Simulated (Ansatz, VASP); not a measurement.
**LiCl: VASP beside Ansatz**

Aim: how closely do two programs agree when they are given the same cell, functional and k mesh? The cell is taken from a series of VASP runs on this material, whose earlier steps may have relaxed, scaled or displaced it; both programs get it as it stands.

Calculated with Ansatz 0.2.0; plane waves, with VASP 6.6.1 beside it; band structure at LDA and single point at LDA.

### Step 1. The structure

The structure is cubic, space group Fm-3m (No. 225). Conventional cell: a = 4.961 Å, b = 4.961 Å, c = 4.961 Å, α = 90.00°, β = 90.00°, γ = 90.00°. Nearest to Li lie 6 Cl at 2.48 Å. Cl has 6 Li at 2.48 Å nearest. Farther neighbours and most contacts between anions are not listed.

As a file:

```cif
data_structure
_symmetry_space_group_name_H-M 'Fm-3m'
_symmetry_Int_Tables_number 225
_cell_length_a 4.9614
_cell_length_b 4.9614
_cell_length_c 4.9614
_cell_angle_alpha 90.000
_cell_angle_beta 90.000
_cell_angle_gamma 90.000
_cell_volume 122.13
loop_
_atom_site_label
_atom_site_type_symbol
_atom_site_symmetry_multiplicity
_atom_site_Wyckoff_symbol
_atom_site_fract_x
_atom_site_fract_y
_atom_site_fract_z
_atom_site_occupancy
Li1 Li 4 a 0.00000 0.00000 0.00000 1
Cl1 Cl 4 b 0.50000 0.00000 0.00000 1
```

### Step 2. VASP: band structure, LDA

Levels along a path test the potential and the projectors away from the mesh points.

Lines of VASP's logs that name or quote its potential files are left out, and so is its time.

Input file INCAR:

```
SYSTEM = LiCl
PREC = Accurate
ENCUT = 650
EDIFF = 1E-06
NELM = 100
ISMEAR = 0
SIGMA = 0.05
LREAL = .FALSE.
ALGO = Normal
GGA = CA
NBANDS = 17
LORBIT = 11
LWAVE = .FALSE.
LCHARG = .FALSE.
KPAR = 2
```

Input file POSCAR:

```
LiCl
1.0
    0.0000000000      2.4807156903      2.4807156903
    2.4807156903      0.0000000000      2.4807156903
    2.4807156903      2.4807156903      0.0000000000
Li Cl
1 1
Direct
    0.0000000000      0.0000000000      0.0000000000
    0.5000000000      0.5000000000      0.5000000000
```

Input file KPOINTS:

```
Automatic mesh
0
Gamma
8 8 8
0 0 0
```

Input file KPOINTS_OPT:

```
Line mode
16
Line-mode
Reciprocal
  0.00000000   0.00000000   0.00000000 GAMMA
  0.50000000   0.00000000   0.50000000 X

  0.50000000   0.00000000   0.50000000 X
  0.50000000   0.25000000   0.75000000 W

  0.50000000   0.25000000   0.75000000 W
  0.37500000   0.37500000   0.75000000 K

  0.37500000   0.37500000   0.75000000 K
  0.00000000   0.00000000   0.00000000 GAMMA

  0.00000000   0.00000000   0.00000000 GAMMA
  0.50000000   0.50000000   0.50000000 L

  0.50000000   0.50000000   0.50000000 L
  0.62500000   0.25000000   0.62500000 U

  0.62500000   0.25000000   0.62500000 U
  0.50000000   0.25000000   0.75000000 W

  0.50000000   0.25000000   0.75000000 W
  0.50000000   0.50000000   0.50000000 L

  0.50000000   0.50000000   0.50000000 L
  0.37500000   0.37500000   0.75000000 K

  0.62500000   0.25000000   0.62500000 U
  0.50000000   0.00000000   0.50000000 X
```

PAW data sets: Li_sv and Cl (LDA family, release 64).

Run with:

```console
mpirun -np 2 vasp_std
```

Numbers of over 12 decimals in the logs are rounded to 6 here.

Log:

```text
[banner, memory and clock lines left out]
running    2 mpi-ranks, on    1 nodes
 distrk:  each k-point on    1 cores,    2 groups
 distr:  one band on    1 cores,    1 groups

 POSCAR found type information on POSCAR LiCl
 POSCAR found :  2 types and       2 ions
 LDA part: xc-table for (Slater(with rela. corr.)+CA(PZ))
 , standard interpolation
 POSCAR, INCAR and KPOINTS ok, starting setup
 FFT: planning ... GRIDC
 FFT: planning ... GRID_SOFT
 FFT: planning ... GRID
 WAVECAR not read
 entering main loop
       N       E                     dE             d eps       ncg     rms          rms(c)
DAV:   1     0.397979562406E+02    0.39798E+02   -0.45940E+03   986   0.651E+02
DAV:   2    -0.590398520497E+01   -0.45702E+02   -0.42868E+02  1292   0.127E+02
DAV:   3    -0.812136587339E+01   -0.22174E+01   -0.22071E+01  1316   0.264E+01
DAV:   4    -0.816462506445E+01   -0.43259E-01   -0.43242E-01  1241   0.360E+00
DAV:   5    -0.816531973795E+01   -0.69467E-03   -0.69465E-03  1391   0.423E-01    0.253E+00
DAV:   6    -0.810309802723E+01    0.62222E-01   -0.82534E-02  1329   0.105E+00    0.174E+00
DAV:   7    -0.809568871442E+01    0.74093E-02   -0.24386E-02  1497   0.636E-01    0.851E-01
DAV:   8    -0.809548477027E+01    0.20394E-03   -0.24066E-03  1365   0.254E-01    0.184E-01
DAV:   9    -0.809543497352E+01    0.49797E-04   -0.11215E-04  1276   0.559E-02    0.377E-02
DAV:  10    -0.809544014029E+01   -0.51668E-05   -0.89416E-06  1307   0.154E-02    0.277E-03
DAV:  11    -0.809544022827E+01   -0.87984E-07   -0.15145E-06  1050   0.508E-03
   1 F= -.80954402E+01 E0= -.80954402E+01  d E =-.781097E-27
 Start KPOINTS_OPT (optional k-point list driver)
k-point batch [1-29\160]
       N       E                     dE             ncg
DAV:   1    -0.176569737297E+04   -0.11382E+05      986
DAV:   2    -0.304393124838E+04   -0.12782E+04     1347
DAV:   3    -0.310331755974E+04   -0.59386E+02     1270
DAV:   4    -0.310425911821E+04   -0.94156E+00     1455
DAV:   5    -0.310426706151E+04   -0.79433E-02     1346
DAV:   6    -0.310426713773E+04   -0.76216E-04     1383
DAV:   7    -0.310426713934E+04   -0.16148E-05     1265
DAV:   8    -0.310426713939E+04   -0.49477E-07     1093
[...]
k-point batch [146-160\160]
       N       E                     dE             ncg
DAV:   1     0.532443068430E+04   -0.81319E+04      510
DAV:   2     0.470178583160E+04   -0.62264E+03      684
DAV:   3     0.467368101255E+04   -0.28105E+02      687
DAV:   4     0.467325208687E+04   -0.42893E+00      731
DAV:   5     0.467324966692E+04   -0.24200E-02      719
DAV:   6     0.467324965433E+04   -0.12583E-04      763
DAV:   7     0.467324965421E+04   -0.12225E-06      601
```

From OUTCAR (step 2):

```text
ion  position               nearest neighbor table
   1  0.000  0.000  0.000-   2 2.48   2 2.48   2 2.48   2 2.48   2 2.48   2 2.48
   2  0.500  0.500  0.500-   1 2.48   1 2.48   1 2.48   1 2.48   1 2.48   1 2.48

  LATTYP: Found a face centered cubic cell.
 ALAT       =     4.9614313806

 Subroutine GETGRP returns: Found 48 space group operations
 (whereof 48 operations were pure point group operations)

The static configuration has the point symmetry O_h .

 Found     29 irreducible k-points:

   k-points           NKPTS =     29   k-points in BZ     NKDIM =     29   number of bands    NBANDS=     17

   dimension x,y,z NGX =    30 NGY =   30 NGZ =   30
   dimension x,y,z NGXF=    60 NGYF=   60 NGZF=   60

   ENCUT  =  650.0 eV  47.77 Ry    6.91 a.u.   7.29  7.29  7.29*2*pi/ulx,y,z

   NELECT =      10.0000    total number of electrons

 k-points in reciprocal lattice and weights: Automatic mesh
   0.00000000  0.00000000  0.00000000       0.002
   0.12500000  0.00000000  0.00000000       0.016
   0.25000000  0.00000000  0.00000000       0.016
   0.37500000  0.00000000  0.00000000       0.016
   0.50000000  0.00000000  0.00000000       0.008
   0.12500000  0.12500000  0.00000000       0.012
   0.25000000  0.12500000  0.00000000       0.047
   0.37500000  0.12500000  0.00000000       0.047
   0.50000000  0.12500000  0.00000000       0.047
[...]
-0.37500000  0.50000000  0.12500000       0.023
  -0.25000000  0.50000000  0.25000000       0.012

 average (electrostatic) potential at core
       1 -63.9037       2 -95.9414

 E-fermi :   1.6317

 k-point     1 :       0.0000    0.0000    0.0000
  band No.  band energies     occupation
      1     -41.0694      2.00000
      2     -12.4463      2.00000
      3       1.2639      2.00000
      4       1.2639      2.00000
      5       1.2639      2.00000
      6       7.8887      0.00000
      7      13.0784      0.00000
      8      13.0784      0.00000
      9      13.0784      0.00000
     10      15.9504      0.00000
    ...

 k-point     2 :       0.1250    0.0000    0.0000
  band No.  band energies     occupation
      1     -41.0687      2.00000
      2     -12.3515      2.00000
      3       0.6412      2.00000
      4       1.2139      2.00000
      5       1.2139      2.00000
      6       8.3471      0.00000
      7      12.3014      0.00000
      8      13.0078      0.00000
      9      13.0078      0.00000
     10      14.3728      0.00000
    ...

 k-point     3 :       0.2500    0.0000    0.0000
  band No.  band energies     occupation
      1     -41.0667      2.00000
      2     -12.1065      2.00000
      3      -0.5998      2.00000
      4       1.1011      2.00000
      5       1.1011      2.00000
      6       8.5211      0.00000
      7      11.7948      0.00000
      8      11.7948      0.00000
      9      12.4551      0.00000
     10      15.2853      0.00000
    ...

  Total       -0.0044496     -0.0044496     -0.0044496     -0.0000000      0.0000000      0.0000000
  in kB       -0.2334912     -0.2334912     -0.2334912     -0.0000000      0.0000000      0.0000000
  external PRESSURE =      -0.2334912 kB  Pullay stress =       0.0000000 kB

  energy-cutoff  :      650.00
  volume of cell :       30.53
      direct lattice vectors                 reciprocal lattice vectors
     0.000000000  2.480715690  2.480715690    -0.201554738  0.201554738  0.201554738
     2.480715690  0.000000000  2.480715690     0.201554738 -0.201554738  0.201554738
     2.480715690  2.480715690  0.000000000     0.201554738  0.201554738 -0.201554738

 POSITION                                       TOTAL-FORCE (eV/Angst)
 -----------------------------------------------------------------------------------
      0.00000      0.00000      0.00000         0.000000      0.000000      0.000000
      2.48072      2.48072      2.48072        -0.000000     -0.000000     -0.000000
 -----------------------------------------------------------------------------------
    total drift:                               -0.000000     -0.000000      0.000000

  FREE ENERGIE OF THE ION-ELECTRON SYSTEM (eV)
  ---------------------------------------------------
  free  energy   TOTEN  =        -8.0954402283 eV

  energy  without entropy=       -8.0954402283  energy(sigma->0) =       -8.09544023

 total charge
# of ion       s       p       d       tot
------------------------------------------
    1        2.010   0.057   0.000   2.067
    2        1.585   3.579   0.000   5.164
--------------------------------------------------
tot          3.596   3.636   0.000   7.231

[... 3 further parts left out ...]
```

The run ends at a pressure of -0.02 GPa.

### Step 3. Ansatz: band structure, LDA

Ansatz runs on its default PAW (the set named soft_2) files.

The same cell, functional (in two slightly different forms), mesh and smearing now go to Ansatz, which takes its cutoff from its data sets.

Input file input.yaml:

```yaml
crystal:
  lattice:
    - [0.0, 2.4807156903, 2.4807156903]
    - [2.4807156903, 0.0, 2.4807156903]
    - [2.4807156903, 2.4807156903, 0.0]
  atoms:
    - { symbol: Li, position: [0.0, 0.0, 0.0] }
    - { symbol: Cl, position: [0.5, 0.5, 0.5] }
hamiltonian:
  xc: lda
  pseudopotentials: { kind: paw }
kpoints:
  mp_grid: { grid: [8, 8, 8] }
  band_path:
    path:
      - [0.0, 0.0, 0.0]
      - [0.16667, 0.0, 0.16667]
      - [0.33333, 0.0, 0.33333]
      - [0.5, 0.0, 0.5]
      - [0.5, 0.08333, 0.58333]
      - [0.5, 0.18333, 0.68333]
      - [0.5, 0.25, 0.75]
      - [0.45, 0.3, 0.75]
      - [0.40833, 0.34167, 0.75]
      - [0.35, 0.35, 0.7]
      - [0.225, 0.225, 0.45]
      - [0.075, 0.075, 0.15]
      - [0.03333, 0.03333, 0.03333]
      - [0.23333, 0.23333, 0.23333]
      - [0.4, 0.4, 0.4]
      - [0.5, 0.5, 0.5]
      - [0.51667, 0.46667, 0.51667]
      - [0.55833, 0.38333, 0.55833]
      - [0.60833, 0.28333, 0.60833]
      - [0.60833, 0.25, 0.64167]
      - [0.55833, 0.25, 0.69167]
      - [0.51667, 0.25, 0.73333]
      - [0.5, 0.3, 0.7]
      - [0.5, 0.38333, 0.61667]
      - [0.5, 0.48333, 0.51667]
      - [0.475, 0.475, 0.55]
      - [0.425, 0.425, 0.65]
      - [0.38333, 0.38333, 0.73333]
      - [0.59167, 0.18333, 0.59167]
      - [0.55, 0.1, 0.55]
      - [0.5, 0.0, 0.5]
    npoints: 1
scf:
  occupations: { method: gaussian, width: 0.05 }
  n_extra_bands: 7
output:
  forces: true
  stress: true
  eigenvalues: true
```

Run with:

```console
ansatz run input.yaml --threads 2 --pin off --max-ram 4608MiB --backend cpu --events-out ev --progress --plain --runs-dir out
```

Log:

```text
scf.n_extra_bands = 7 over 5 filled bands (N_el = 10.0): the run solves 12 bands
Engine: ansatz 0.2.0, aarch64-unknown-linux-gnu
Pseudopotentials: kind: paw
Pseudopotential: Li, paw, valence charge 3, recommended cutoff 420 eV (normal), Li.paw.azcp
Pseudopotential: Cl, paw, valence charge 7, recommended cutoff 420 eV (normal), Cl.paw.azcp
Functional definition: SPW92
  exchange = slater_x
  correlation = pw_c
Crystal: 2 atoms, lattice volume = 30.532 Å³
Basis set: ecut = 420 eV, 609 PW (Γ)
Bands: 12, of which v1, the nominal top of the filled ones, is band 5 counted from 1 (4 counted from 0)
Symmetry: 48 space group operations
Space group: Fm-3m (ITA 225), of the structure as read, at distance tolerance 3.1e-5 Å
k-points: 29 of 512
Non-local potential: Li, projectors of the file, l = 0: 3, l = 1: 2, l = 2: 1
Non-local potential: Cl, projectors of the file, l = 0: 2, l = 1: 2, l = 2: 2
PAW form: soft (Blöchl's): semilocal exchange-correlation on the pseudo side does not see the compensation charge
PAW frozen core: Cl, regenerated for the run's functional, and the local potential with it (the file was generated under x = pbe(κ = 0.804, μ = 0.219515), c = pbe(β = 0.066725))
PAW one-centre angular grid: Li, 110 points (default); XC on 64 Gauss nodes
PAW one-centre angular grid: Cl, 110 points (default); XC on 64 Gauss nodes
Initial density: superposition of atomic densities (neutral atoms: chi_scale 0, normalization atom), corrected by the library's trained network
Initial wavefunctions: pseudopotential atomic-orbital guess
Functional: x = slater, c = lda
SCF iter   1: F=—  HF=-1249.484340 eV  |F-HF|=—  |Δ(HF+E_count)|=         —  Δρ=7.20e-3  dr2=1.13e-2  ethr=1.77e-3  ⟨swp⟩=5.0  Hψ=2168  notcnv=0  defer=1
preconditioner: auto → none  [insulator: Δε(μ)=6.424 eV  Ē_g=17.016 eV  σ=0.050 eV  W_gap=1.00  n_scr=8 (ndim 8)  ℏωp=19.0 eV  f_vac=0.000  D(μ)=0.00/eV (n_scr^D=0)  ε∞_Penn≈2.2]
SCF iter   2: F=—  HF=-1249.477451 eV  |F-HF|=—  |Δ(HF+E_count)|=   6.89e-3  Δρ=3.15e-3  dr2=1.27e-3  ethr=1.13e-4  ⟨swp⟩=2.9  Hψ=757  notcnv=0  defer=57
SCF iter   3: F=—  HF=-1249.476431 eV  |F-HF|=—  |Δ(HF+E_count)|=   1.02e-3  Δρ=5.80e-4  dr2=1.18e-4  ethr=1.27e-5  ⟨swp⟩=2.0  Hψ=417  notcnv=0  defer=57
SCF iter   4: F=—  HF=-1249.476391 eV  |F-HF|=—  |Δ(HF+E_count)|=   4.01e-5  Δρ=9.74e-5  dr2=1.30e-6  ethr=1.18e-6  ⟨swp⟩=2.4  Hψ=389  notcnv=0  defer=57
SCF iter   5: F=—  HF=-1249.476392 eV  |F-HF|=—  |Δ(HF+E_count)|=   1.25e-6  Δρ=5.22e-6  dr2=8.88e-9  ethr=1.30e-8  ⟨swp⟩=2.4  Hψ=424  notcnv=0  defer=57
SCF iter   6: F=-1249.476392 eV  HF=-1249.476392 eV  |F-HF|=2.73e-12  |Δ(HF+E_count)|=   2.59e-9  Δρ=5.43e-7  dr2=2.50e-11  ethr=8.88e-11  ⟨swp⟩=5.1  Hψ=1510  notcnv=0
SCF 1 converged in 6 iterations: F = -1249.476392 eV  dr2 = 2.50e-11
  greatest PAW one-centre occupation: 1.000 electrons in one spin orbital (limit 2), on the Li atom at site 0 (counted from 0), in its partial waves of l = 0
NSCF: frozen V_eff on 31 k-points
SCF converged after 6 iterations
Free energy (F): -1249.476392 eV
Harris-Foulkes:  -1249.476392 eV  (|F-HF|=2.73e-12)
Internal energy: -1249.476392 eV  (E = F + TS)
E sigma→0 (E₀):  -1249.476392 eV
Fermi energy:    5.656881 eV
--- Per-component energies (eV) ---
  E_band       = -95.678649
  E_kinetic    = 184.461677
  E_local      = -304.382582  (includes V_loc(G=0)·N_el)
  E_nonlocal   = -2.699804
  E_hartree    = 86.677475
  E_xc         = -117.533219
  E_vxc        = -136.608789  (∫ρ·V_xc dr)
  E_paw        = -643.877849  (= ΣΔE_a)
  E_vpaw       = -9.804239  (= ΣTr[D̂ρ^β])
  E_aug_tail   = 0.000109  (compensation charges beyond the density's cutoff)
  E_ewald      = -452.312690
  E_core_change = 0.190492  (= ΣΔE_core)
  E_smearing   = -0.000000  (= −TS)
  E_closure    = 0.000000  (closes the sum)
  Σ components = -1249.476392   (vs F -1249.476392, Δ=0.00e0)
--- Forces (eV/Å), atoms counted from 1 ---
  atom   1  Li    -0.00000000     0.00000000     0.00000000
  atom   2  Cl     0.00000000     0.00000000     0.00000000
  max |Σ_I F_I| component: 1.29e-29 eV/Å
--- Stress (GPa, compression-positive) ---
        0.073378       0.000000      -0.000000
        0.000000       0.073378      -0.000000
       -0.000000       0.000000       0.073378
  P = ⅓ Tr σ = 0.0734 GPa (0.734 kbar)
--- Band table (eV; the first three rows and the last of 29) ---
  k-point 0: bands = [... 1 lower, -11.3223, 2.4118, 2.4118, 2.4118, 9.0192, 14.0470, 14.0470, 14.0470, ... 3 higher]
  k-point 1: bands = [... 1 lower, -11.2279, 1.7888, 2.3619, 2.3619, 9.4795, 13.3317, 14.0044, 14.0044, ... 3 higher]
  k-point 2: bands = [... 1 lower, -10.9845, 0.5484, 2.2493, 2.2493, 9.6464, 12.8405, 12.8405, 13.5359, ... 3 higher]
  k-point 28: bands = [... 1 lower, -10.2711, -0.1704, -0.1704, 1.1430, 12.0506, 12.4184, 12.8342, 12.8342, ... 3 higher]
```

Elapsed: 1.2 s, on 2 threads of Arm Neoverse N1, shared host; peak memory 0.24 GiB.

### Step 4. Comparison

Known differences besides the potentials themselves: the two LDA forms differ slightly; the cutoff is 420 eV in Ansatz and 650 eV in VASP; VASP's log shows a relativistic correction to its local exchange, Ansatz's none. Total energies have different zeros and are not compared.

The two programs side by side:

```csv
quantity,Ansatz,VASP,difference
pressure (GPa),0.07,-0.02,+0.10
gap over the path points (eV),6.484,6.509,-0.025
```

Levels at points of the path, from each program's valence-band top (eV; 3 filled, then empty):

```csv
k (reciprocal lattice),Ansatz,VASP
0.000 0.000 0.000,-0.01 -0.01 -0.01 6.60 11.63 11.63,-0.01 -0.01 -0.01 6.62 11.81 11.81
0.167 0.000 0.167,-0.92 -0.39 -0.39 7.88 10.07 10.49,-0.92 -0.39 -0.39 7.89 10.18 10.59
0.333 0.000 0.333,-2.63 -1.05 -1.05 8.31 8.38 10.93,-2.63 -1.05 -1.05 8.38 8.45 10.94
0.500 0.000 0.500,-3.49 -1.35 -1.35 7.77 7.79 12.97,-3.50 -1.35 -1.35 7.83 7.85 12.97
0.500 0.083 0.583,-3.38 -1.55 -1.33 8.01 8.15 12.61,-3.39 -1.55 -1.33 8.08 8.22 12.63
0.500 0.183 0.683,-2.98 -2.14 -1.29 8.87 9.38 11.03,-2.99 -2.14 -1.29 8.94 9.46 11.11
0.500 0.250 0.750,-2.59 -2.59 -1.27 9.63 10.00 10.42,-2.59 -2.59 -1.28 9.72 10.06 10.49
0.450 0.300 0.750,-2.86 -2.30 -1.20 8.71 10.01 10.77,-2.86 -2.30 -1.20 8.77 10.09 10.84
0.408 0.342 0.750,-2.98 -2.18 -1.07 8.01 9.94 11.46,-2.98 -2.18 -1.07 8.07 10.02 11.55
0.350 0.350 0.700,-2.81 -2.34 -0.89 7.85 10.50 11.19,-2.82 -2.34 -0.89 7.90 10.59 11.28
```

Among the levels compared at these points, filled levels agree within 4 meV and empty ones within 179 meV.

### Step 5. Further runs

Further runs change the set-up of one program: Ansatz's method, potentials or start, or VASP's data sets, cutoff or form of LDA. The table gives Ansatz less VASP for each quantity, since a change that brings one quantity closer may part another.

```csv
run,pressure (GPa),gap over the path points (eV)
as above,0.097,-0.025
Ansatz's all-electron LAPW method,0.12,-0.024
```

### Step 6. Ansatz: single point, LDA, volume scaled by 1.02

A single point gives forces, pressure and levels at one fixed geometry, so differences don't come from the geometry; what else differs is listed under the comparison. The cell compared in this pair holds 31.14 Å³, against 30.53 Å³ for the pair before.

The cell is a member of a volume series, scaled by 1.02 from a relaxed one, so a pressure remains.

input.yaml, the sections that differ from step 3:

```yaml
crystal:
  lattice:
    - [0.0, 2.4971447498, 2.4971447498]
    - [2.4971447498, 0.0, 2.4971447498]
    - [2.4971447498, 2.4971447498, 0.0]
  atoms:
    - { symbol: Li, position: [0.0, 0.0, 0.0] }
    - { symbol: Cl, position: [0.5, 0.5, 0.5] }
kpoints:
  mp_grid: { grid: [8, 8, 8] }
scf:
  occupations: { method: gaussian, width: 0.05 }
  n_extra_bands: 4
# hamiltonian, output: as in step 3
```

Log:

```text
[...]
Crystal: 2 atoms, lattice volume = 31.143 Å³
Basis set: ecut = 420 eV, 609 PW (Γ)
Bands: 9, of which v1, the nominal top of the filled ones, is band 5 counted from 1 (4 counted from 0)
Symmetry: 48 space group operations
[...]
k-points: 29 of 512
[...]
SCF iter   1: F=—  HF=-1249.483185 eV  |F-HF|=—  |Δ(HF+E_count)|=         —  Δρ=7.15e-3  dr2=1.17e-2  ethr=1.77e-3  ⟨swp⟩=5.1  Hψ=1783  notcnv=0
[...]
SCF iter   6: F=-1249.475156 eV  HF=-1249.475156 eV  |F-HF|=2.27e-12  |Δ(HF+E_count)|=  8.15e-10  Δρ=5.22e-7  dr2=2.36e-11  ethr=4.45e-11  ⟨swp⟩=1.1  Hψ=789  notcnv=0
SCF 1 converged in 6 iterations: F = -1249.475156 eV  dr2 = 2.36e-11
[...]
SCF converged after 6 iterations
Free energy (F): -1249.475156 eV
[...]
Internal energy: -1249.475156 eV  (E = F + TS)
E sigma→0 (E₀):  -1249.475156 eV
Fermi energy:    5.456335 eV
[...]
--- Stress (GPa, compression-positive) ---
       -0.707958       0.000000      -0.000000
        0.000000      -0.707958      -0.000000
       -0.000000      -0.000000      -0.707958
  P = ⅓ Tr σ = -0.7080 GPa (-7.080 kbar)
--- Band table (eV; the first three rows and the last of 29) ---
[...]
```

Elapsed: 0.79 s, on 2 threads; peak memory 0.24 GiB.

The run ends at a pressure of -0.71 GPa.

(Part 1 of 2 ends here.)

[Lines on the potential files, build, host, timing and source positions are cut from VASP's logs without a mark.]

[Logs are printed without paths, hosts, clocks, repeated set-up lines and the standing remarks that a program may print on its own settings, such as how far it seeks lower states.]

[Hosts, paths, dates, database ids (printed as entryN), source tags and the programs' standing remarks are cut or masked in the printed files.]
